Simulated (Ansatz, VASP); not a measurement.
Rh: VASP beside Ansatz

Contents of INCAR:

```
PREC = Accurate ; ENCUT = 520
EDIFF = 1E-6 ; ISMEAR = -1
SIGMA = 0.1 ; LREAL = False
LASPH = True ; NELM = 100
ALGO = Normal ; ISIF = 2
LWAVE = False ; LCHARG = False
GGA = PS ; NBANDS = 22
```

The input KPOINTS:

```
Automatic mesh
0
Gamma
  12 12 7
```

The input POSCAR:

```
Rh
1.0
    2.6940693538      0.0000000000      0.0000000000
   -1.3470351702      2.3331323113      0.0000000000
    0.0000000000      0.0000000000      4.3686372171
Rh
2
Direct
    0.6666666667      0.3333333333      0.7500000000
    0.3333333333      0.6666666667      0.2500000000
```

Input for Ansatz:

```yaml
crystal:
  lattice:
    - [2.694069353817181, 0.0, 0.0]
    - [-1.3470351701510057, 2.333132311345109, 0.0]
    - [0.0, 0.0, 4.368637217135868]
  atoms:
    - { symbol: Rh, position: [0.6666666666666666, 0.3333333333333333, 0.75] }
    - { symbol: Rh, position: [0.3333333333333333, 0.6666666666666666, 0.25] }
basis:
  ecutwfc: 500.0
kpoints:
  mp_grid:
    grid: [12, 12, 7]
hamiltonian:
  xc: pbesol
scf:
  occupations:
    method: fermi_dirac
    width: 0.1
output:
  stress: true
```

This isn't the form of Rh at room conditions, which is fcc.

Alike in both runs: task single point; functional PBEsol; k mesh 12 × 12 × 7; occupations fermi-dirac, width 0.1 eV; no spin polarisation.

|  | VASP | Ansatz |
| --- | --- | --- |
| version | VASP 6.6.1 | Ansatz 0.2.0 |
| potentials or method | VASP PAW PBE potentials, release 64 (Rh_pv) | plane waves, PAW |
| plane-wave cutoff (eV) | 520 | 500 |
| valence electrons in the cell | 30 | 34 |

|  | VASP | Ansatz | Ansatz less VASP |
| --- | --- | --- | --- |
| pressure (GPa) | -3.4 | -3.3 | +0.07 |
| largest component of the traceless stress (GPa) | 0.80 | 0.82 | +0.014 |

The two sets of potentials don't hold the same shells in valence.

Caveats: the PAW data sets were made with another functional, which shifts forces and pressure a little (VASP).
